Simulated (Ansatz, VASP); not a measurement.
## LaAs: VASP beside Ansatz

One calculation is typed for both programs; each brings its own data sets and cutoff. How far apart do they land? The cell is taken from a series of VASP runs on this material, whose earlier steps may have relaxed, scaled or displaced it; both programs get it as it stands.

Method: plane waves, with VASP 6.6.1 beside it; zone-centre phonons at PBEsol, in Ansatz 0.2.0.

### 1. Set-up

The structure is cubic, space group Fm-3m (No. 225). The conventional cell has a = 6.110 Å, b = 6.110 Å, c = 6.110 Å, α = 90.00°, β = 90.00°, γ = 90.00°. Nearest to La lie 6 As at 3.06 Å. Nearest to As lie 6 La at 3.06 Å. Farther neighbours are not listed.

### 2. Ansatz: zone-centre phonons, PBEsol

Ansatz runs on its default PAW (the set named soft_2) files.

Second derivatives magnify differences that forces hide, and they need a tight electronic threshold.

The input, input.yaml:

```yaml
crystal:
  lattice:
    - [0.0, 3.055056229, 3.055056229]
    - [3.055056229, 0.0, 3.055056229]
    - [3.055056229, 3.055056229, 0.0]
  atoms:
    - { symbol: La, position: [0.5, 0.5, 0.5] }
    - { symbol: As, position: [0.0, 0.0, 0.0] }
hamiltonian:
  xc: pbesol
  pseudopotentials: { kind: paw }
kpoints:
  mp_grid: { grid: [12, 12, 12] }
scf:
  occupations: { method: gaussian, width: 0.05 }
phonons:
  method: dfpt
  qpoints: [[0, 0, 0]]
```

On the command line:

```bash
$ ansatz run input.yaml --threads 4 --pin off --max-ram 9216MiB --backend cpu --events-out ev --progress --plain --runs-dir out
```

Numbers of over 12 decimals in the logs are rounded to 6 here.

Output:

```text
Engine: ansatz 0.2.0, aarch64-unknown-linux-gnu
Pseudopotentials: kind: paw
Pseudopotential: La, paw, valence charge 11, recommended cutoff 420 eV (normal), La.paw.azcp
Pseudopotential: As, paw, valence charge 15, recommended cutoff 420 eV (normal), As.paw.azcp
Functional definition: PBEsol
  exchange = pbesol_x
  correlation = pbesol_c
Crystal: 2 atoms, lattice volume = 57.028 Å³
Basis set: ecut = 420 eV, 1139 PW (Γ), exchange–correlation on 60×60×60 points (8 copies of the dense FFT grid, shifted against one another)
Bands: 17, of which v1, the nominal top of the filled ones, is band 13 counted from 1 (12 counted from 0)
Symmetry: 48 space group operations
k-points: 163 of 1728 (irreducible under 8 space group operations, time reversal used)
Non-local potential: La, projectors of the file, l = 0: 3, l = 1: 2, l = 2: 2, l = 3: 3
Non-local potential: As, projectors of the file, l = 0: 2, l = 1: 2, l = 2: 3, l = 3: 1
PAW form: soft (Blöchl's): semilocal exchange-correlation on the pseudo side does not see the compensation charge
PAW frozen core: La, regenerated for the run's functional, and the local potential with it (the file was generated under x = pbe(κ = 0.804, μ = 0.219515), c = pbe(β = 0.066725))
PAW frozen core: As, regenerated for the run's functional, and the local potential with it (the file was generated under x = pbe(κ = 0.804, μ = 0.219515), c = pbe(β = 0.066725))
PAW one-centre angular grid: La, 590 points (default); XC on 64 Gauss nodes
PAW one-centre angular grid: As, 590 points (default); XC on 64 Gauss nodes
Initial density: superposition of atomic densities (neutral atoms: chi_scale 0, normalization atom), corrected by the library's trained network
Initial wavefunctions: pseudopotential atomic-orbital guess
Functional: x = pbesol(κ = 0.804, μ = 0.123457), c = pbesol(β = 0.046)
SCF iter   1: F=—  HF=-10977.373653 eV  |F-HF|=—  |Δ(HF+E_count)|=         —  Δρ=1.91e-3  dr2=2.80e-3  ethr=1.77e-3  ⟨swp⟩=4.0  Hψ=11331  notcnv=0
preconditioner: auto → Kerker (q_TF=auto, 2.394 Å⁻¹)  [metal: Δε(μ)=0.102 eV  Ē_g=10.988 eV  σ=0.050 eV  W_gap=0.50  n_scr=14 (ndim 8)  ℏωp=18.4 eV  f_vac=0.000  D(μ)=0.16/eV (n_scr^D=0)]
SCF iter   2: F=—  HF=-10977.372341 eV  |F-HF|=—  |Δ(HF+E_count)|=   1.31e-3  Δρ=1.15e-3  dr2=9.26e-4  ethr=1.08e-5  ⟨swp⟩=2.0  Hψ=6208  notcnv=0
SCF iter   3: F=—  HF=-10977.372275 eV  |F-HF|=—  |Δ(HF+E_count)|=   6.60e-5  Δρ=4.80e-4  dr2=1.99e-4  ethr=3.56e-6  ⟨swp⟩=2.2  Hψ=3599  notcnv=0
SCF iter   4: F=—  HF=-10977.372254 eV  |F-HF|=—  |Δ(HF+E_count)|=   2.16e-5  Δρ=1.25e-4  dr2=8.77e-6  ethr=7.66e-7  ⟨swp⟩=2.1  Hψ=3503  notcnv=0
SCF iter   5: F=—  HF=-10977.372255 eV  |F-HF|=—  |Δ(HF+E_count)|=   1.68e-6  Δρ=3.52e-5  dr2=8.03e-7  ethr=3.37e-8  ⟨swp⟩=2.5  Hψ=4888  notcnv=0
SCF iter   6: F=—  HF=-10977.372255 eV  |F-HF|=—  |Δ(HF+E_count)|=   6.64e-8  Δρ=1.04e-5  dr2=6.02e-8  ethr=3.09e-9  ⟨swp⟩=2.0  Hψ=4885  notcnv=0
SCF iter   7: F=—  HF=-10977.372255 eV  |F-HF|=—  |Δ(HF+E_count)|=   2.02e-8  Δρ=1.48e-6  dr2=8.59e-10  ethr=2.32e-10  ⟨swp⟩=3.0  Hψ=4902  notcnv=0
SCF iter   8: F=—  HF=-10977.372255 eV  |F-HF|=—  |Δ(HF+E_count)|=  7.20e-10  Δρ=3.49e-7  dr2=3.82e-11  ethr=3.30e-12  ⟨swp⟩=2.9  Hψ=4779  notcnv=0
SCF iter   9: F=-10977.372255 eV  HF=-10977.372255 eV  |F-HF|=1.82e-12  |Δ(HF+E_count)|=  4.37e-11  Δρ=4.16e-8  dr2=6.48e-13  ethr=1.00e-12  ⟨swp⟩=5.6  Hψ=11920  notcnv=0
SCF 1 converged in 9 iterations: F = -10977.372255 eV  dr2 = 6.48e-13
  greatest PAW one-centre occupation: 0.999 electrons in one spin orbital (limit 2), on the As atom at site 1 (counted from 0), in its partial waves of l = 2
DFPT response loops at Γ: preconditioner auto → Kerker (q_TF=auto, 2.394 Å⁻¹) (partly filled bands, converged f_vac=0.000); β = 1.00, the filter's whole step (`scf.mixing.beta` (0.50) is not read by the response loops under this deck's `scf.mixing.preconditioner`; to damp them name `kerker` or `kerker_dos`, under which they read `scf.mixing.beta`, and type it under 1.00, their step now; both keys bind the ground state too); Broyden in place of MSR1
SCF converged after 9 iterations
Free energy (F): -10977.372255 eV
Harris-Foulkes:  -10977.372255 eV  (|F-HF|=1.82e-12)
Internal energy: -10977.372054 eV  (E = F + TS)
E sigma→0 (E₀):  -10977.372155 eV
Entropy (-TS):   -0.000201 eV (-0.101 meV/atom)
Fermi energy:    10.069961 eV
--- Per-component energies (eV) ---
  E_band       = -262.821466
  E_kinetic    = 296.019451
  E_local      = -2215.306521  (includes V_loc(G=0)·N_el)
  E_nonlocal   = -571.131977
  E_hartree    = 1144.669624
  E_xc         = -217.715156
  E_vxc        = -227.361515  (∫ρ·V_xc dr)
  E_paw        = -7122.013809  (= ΣΔE_a)
  E_vpaw       = 165.619818  (= ΣTr[D̂ρ^β])
  E_aug_tail   = 0.000007  (compensation charges beyond the density's cutoff)
  E_ewald      = -2293.029610
  E_core_change = 1.135938  (= ΣΔE_core)
  E_smearing   = -0.000201  (= −TS)
  E_closure    = -0.000000  (closes the sum)
  Σ components = -10977.372255   (vs F -10977.372255, Δ=0.00e0)
--- Band table (eV; the first three rows and the last of 163) ---
  k-point 0: bands = [... 9 lower, 0.1538, 10.1984, 10.1984, 10.1984, 11.7102, 11.7102, 11.7102, 12.4831]
  k-point 1: bands = [... 9 lower, 0.2457, 9.8032, 9.9675, 9.9675, 11.7089, 11.8067, 11.8067, 12.5905]
  k-point 2: bands = [... 9 lower, 0.4957, 9.0016, 9.4939, 9.4939, 11.7160, 12.0398, 12.0398, 12.7646]
  k-point 162: bands = [... 9 lower, 0.9034, 8.3109, 8.9398, 8.9398, 12.1498, 12.1498, 12.8106, 12.8106]
--- Phonons (Γ-DFPT): 2 representative perturbations + reference, on 163 of 1728 k-points (Σ response iterations 6) ---
  k mesh reduced under 8 symmetry operations, with k and −k counted as one. Each operation leaves every solved perturbation unchanged. A smaller set is not used because it would not reduce the number of displacements times k-points to solve
  ASR residual: 6.424e-7 → 0.000e0 eV/Å²; symmetrization residual: 3.158e-6 eV/Å²
  ASR residual per site (eV/Å²): 6.42e-7 2.85e-7
  Γ frequencies (cm⁻¹): 0.00 0.00 0.00 130.28 130.28 130.28
  non-analytic LO–TO correction: not included (Born effective charges unavailable; polar crystals: no LO–TO splitting at Γ)
--- Phonons (arbitrary-q DFPT): 1 explicit q-point ---
  q = [0, 0, 0] (of the zone-centre solve; hermiticity 2.08e-6, symmetrization 3.99e-13): -0.00 -0.00 0.00 130.28 130.28 130.28
  sum rule: each row above includes the acoustic sum rule's correction from the zone centre's row sums; it moved no ω² by more than (0.04 cm⁻¹)²
```

It took 13 s on 4 threads of Arm Neoverse V1, shared host; peak memory 0.86 GiB; 48 s of CPU time.

### 3. VASP: zone-centre phonons, PBEsol

The same cell, functional, mesh and smearing now go to VASP, with its own data sets and cutoff.

Lines of VASP's logs that name or quote its potential files are left out, and so is its time.

The input, INCAR:

```
SYSTEM = LaAs
PREC = Accurate
ENCUT = 500
EDIFF = 1E-08
NELM = 100
ISMEAR = 0
SIGMA = 0.05
LREAL = .FALSE.
ALGO = Normal
GGA = PS
NBANDS = 14
LASPH = .TRUE.
LORBIT = 11
LWAVE = .FALSE.
LCHARG = .FALSE.
KPAR = 4
IBRION = 8
ISIF = 2
```

The input, POSCAR:

```
LaAs
1.0
    0.0000000000      3.0550562290      3.0550562290
    3.0550562290      0.0000000000      3.0550562290
    3.0550562290      3.0550562290      0.0000000000
La As
1 1
Direct
    0.5000000000      0.5000000000      0.5000000000
    0.0000000000      0.0000000000      0.0000000000
```

The input, KPOINTS:

```
Automatic mesh
0
Gamma
12 12 12
0 0 0
```

The projector-augmented-wave data sets are La and As (PBE family, release 64).

On the command line:

```bash
$ mpirun -np 4 vasp_std
```

Output:

```text
[banner, memory and clock lines left out]
running    4 mpi-ranks, on    1 nodes
 distrk:  each k-point on    1 cores,    4 groups
 distr:  one band on    1 cores,    1 groups

 POSCAR found type information on POSCAR LaAs
 POSCAR found :  2 types and       2 ions
|                                                                             |
|               ----> ADVICE to this user running VASP <----                  |
|                                                                             |
|     You enforced a specific xc type in the INCAR file but a different       |
|     [... a line on the potential file left out ...]
|     I HOPE YOU KNOW WHAT YOU ARE DOING!                                     |
|                                                                             |

 LDA part: xc-table for (Slater+PW92), standard interpolation
 POSCAR, INCAR and KPOINTS ok, starting setup
 FFT: planning ... GRIDC
 FFT: planning ... GRID_SOFT
 FFT: planning ... GRID
 WAVECAR not read
 entering main loop
       N       E                     dE             d eps       ncg     rms          rms(c)
DAV:   1     0.127955907600E+03    0.12796E+03   -0.61277E+03  2016   0.147E+03
DAV:   2    -0.172835594123E+01   -0.12968E+03   -0.12334E+03  2616   0.221E+02
DAV:   3    -0.129860726899E+02   -0.11258E+02   -0.10760E+02  2844   0.953E+01
DAV:   4    -0.137306351138E+02   -0.74456E+00   -0.74233E+00  3846   0.176E+01
DAV:   5    -0.137544184617E+02   -0.23783E-01   -0.23775E-01  2840   0.302E+00    0.330E+00
DAV:   6    -0.135526428084E+02    0.20178E+00   -0.61807E-01  3356   0.367E+00    0.198E+00
DAV:   7    -0.135338044525E+02    0.18838E-01   -0.68568E-02  3388   0.154E+00    0.843E-01
DAV:   8    -0.135335525402E+02    0.25191E-03   -0.19266E-02  3072   0.149E+00    0.169E-01
DAV:   9    -0.135340691468E+02   -0.51661E-03   -0.27277E-03  3778   0.498E-01    0.117E-01
DAV:  10    -0.135344827174E+02   -0.41357E-03   -0.22217E-03  2930   0.448E-01    0.437E-02
DAV:  11    -0.135344836728E+02   -0.95545E-06   -0.71642E-04  3854   0.265E-01    0.373E-02
DAV:  12    -0.135345328415E+02   -0.49169E-04   -0.15021E-04  3044   0.821E-02    0.249E-02
DAV:  13    -0.135345446708E+02   -0.11829E-04   -0.18539E-04  3556   0.102E-01    0.953E-03
DAV:  14    -0.135345453524E+02   -0.68157E-06   -0.22786E-05  3304   0.298E-02    0.186E-03
DAV:  15    -0.135345451818E+02    0.17057E-06   -0.14199E-06  3442   0.994E-03    0.132E-03
DAV:  16    -0.135345450614E+02    0.12040E-06   -0.32328E-07  3556   0.365E-03    0.665E-04
DAV:  17    -0.135345450287E+02    0.32649E-07   -0.59879E-08  3486   0.156E-03    0.336E-04
DAV:  18    -0.135345450053E+02    0.23401E-07   -0.38741E-09  2124   0.654E-04    0.129E-04
DAV:  19    -0.135345449860E+02    0.19334E-07   -0.32383E-09  2070   0.691E-04    0.530E-05
DAV:  20    -0.135345449892E+02   -0.32462E-08   -0.13719E-09  1974   0.672E-04
   1 F= -.13534545E+02 E0= -.13534442E+02  d E =-.205672E-03
 Linear response reoptimize wavefunctions to high precision
DAV:   1    -0.135345449893E+02   -0.97089E-10   -0.27983E-09  2380   0.359E-04
DAV:   2    -0.135345449894E+02   -0.10914E-10   -0.36161E-10  2004   0.272E-04
 Linear response DOF=           2
 Linear response progress:
  Degree of freedom:   1/  2
       N       E                     dE             d eps       ncg     rms          rms(c)
RMM:   1    -0.284409405411E+00   -0.28441E+00   -0.22076E-01  8448   0.170E+01
RMM:   2    -0.261307490014E+00    0.23102E-01   -0.89965E-02  7860   0.268E+00    0.744E-02
RMM:   3    -0.261934303699E+00   -0.62681E-03   -0.30537E-02 10274   0.120E+00    0.508E-02
RMM:   4    -0.263797153567E+00   -0.18628E-02   -0.10502E-02 11454   0.518E-01    0.553E-02
RMM:   5    -0.265014339620E+00   -0.12172E-02   -0.32142E-03 10841   0.276E-01    0.320E-02
RMM:   6    -0.265814244620E+00   -0.79991E-03   -0.13947E-03 11604   0.170E-01    0.143E-02
RMM:   7    -0.265850006775E+00   -0.35762E-04   -0.80647E-04 11713   0.102E-01    0.107E-02
RMM:   8    -0.265970477200E+00   -0.12047E-03   -0.31393E-04 11964   0.653E-02    0.645E-03
RMM:   9    -0.266185951562E+00   -0.21547E-03   -0.14755E-04 11216   0.491E-02    0.141E-03
RMM:  10    -0.266194779267E+00   -0.88277E-05   -0.70778E-05 12187   0.289E-02    0.191E-03
RMM:  11    -0.266234366558E+00   -0.39587E-04   -0.44222E-05 11268   0.228E-02    0.182E-03
RMM:  12    -0.266187597800E+00    0.46769E-04   -0.79994E-05 11418   0.155E-02    0.219E-03
RMM:  13    -0.266199221326E+00   -0.11624E-04   -0.90766E-05 12062   0.107E-02    0.168E-03
RMM:  14    -0.266211655668E+00   -0.12434E-04   -0.86431E-05 11914   0.861E-03    0.112E-03
[...]
RMM:  27    -0.266242037442E+00   -0.99254E-07   -0.52395E-06 11667   0.194E-03    0.173E-05
RMM:  28    -0.266241954369E+00    0.83074E-07   -0.45968E-06 11709   0.191E-03    0.341E-05
RMM:  29    -0.266241956336E+00   -0.19677E-08   -0.37954E-06 11606   0.188E-03    0.413E-05
RMM:  30    -0.266241993256E+00   -0.36919E-07   -0.32603E-06 11675   0.187E-03    0.442E-05
RMM:  31    -0.266241959300E+00    0.33956E-07   -0.27544E-06 11657   0.185E-03    0.520E-05
RMM:  32    -0.266241962505E+00   -0.32051E-08   -0.24924E-06 11520   0.184E-03    0.557E-05
RMM:  33    -0.266241957599E+00    0.49065E-08   -0.20740E-06 11453   0.183E-03    0.592E-05
RMM:  34    -0.266241969765E+00   -0.12166E-07   -0.17712E-06 11612   0.182E-03    0.605E-05
 first order change of Fermi-energy   0.40177E-03
 force on displaced ion       1 direction 1 :  -3.108   0.000   0.000
 Linear response progress:
  Degree of freedom:   2/  2
       N       E                     dE             d eps       ncg     rms          rms(c)
RMM:   1    -0.479520537667E-01   -0.47952E-01    0.37797E-02 11427   0.109E+00
RMM:   2    -0.469431256220E-01    0.10089E-02   -0.44458E-03  8461   0.600E-01    0.701E-02
RMM:   3    -0.474738856045E-01   -0.53076E-03   -0.15791E-03 10174   0.168E-01    0.411E-02
RMM:   4    -0.481014940988E-01   -0.62761E-03   -0.39436E-04  9709   0.139E-01    0.105E-02
RMM:   5    -0.480469217060E-01    0.54572E-04   -0.10782E-04 10652   0.496E-02    0.652E-03
RMM:   6    -0.481012705869E-01   -0.54349E-04   -0.45449E-05 11523   0.232E-02    0.208E-03
RMM:   7    -0.481088144522E-01   -0.75439E-05   -0.75766E-06 11552   0.108E-02    0.151E-03
RMM:   8    -0.481188336014E-01   -0.10019E-04   -0.25824E-06 11071   0.728E-03    0.355E-04
RMM:   9    -0.481182358093E-01    0.59779E-06   -0.74870E-07 11772   0.349E-03    0.238E-04
RMM:  10    -0.481182658589E-01   -0.30050E-07   -0.63947E-07 11645   0.216E-03    0.773E-05
RMM:  11    -0.481188850614E-01   -0.61920E-06   -0.92534E-07 11800   0.135E-03    0.419E-05
RMM:  12    -0.481189030133E-01   -0.17952E-07   -0.95554E-07 11440   0.968E-04    0.207E-05
RMM:  13    -0.481190024593E-01   -0.99446E-07   -0.80615E-07 11528   0.730E-04    0.149E-05
RMM:  14    -0.481190794559E-01   -0.76997E-07   -0.45448E-07 11480   0.627E-04    0.671E-06
RMM:  15    -0.481190699510E-01    0.95050E-08   -0.27482E-07 11610   0.541E-04    0.395E-06
RMM:  16    -0.481190772975E-01   -0.73466E-08   -0.19670E-07 11464   0.509E-04    0.324E-06
RMM:  17    -0.481190752400E-01    0.20575E-08   -0.15891E-07 11398   0.484E-04    0.208E-06
RMM:  18    -0.481190813833E-01   -0.61433E-08   -0.13917E-07 11366   0.466E-04    0.141E-06
RMM:  19    -0.481190771786E-01    0.42047E-08   -0.92079E-08 11310   0.452E-04    0.294E-06
 first order change of Fermi-energy   0.36234E-05
 force on displaced ion       2 direction 1 :  -3.073   0.000   0.000
 Linear response finished
```

(Part 1 of 2 ends here.)

[Lines on the potential files, build, host, timing and source positions are cut from VASP's logs without a mark.]

[Logs are printed without paths, hosts, clocks, repeated set-up lines and the standing remarks that a program may print on its own settings, such as how far it seeks lower states.]

[Hosts, paths, dates, database ids (printed as entryN), source tags and the programs' standing remarks are cut or masked in the printed files.]
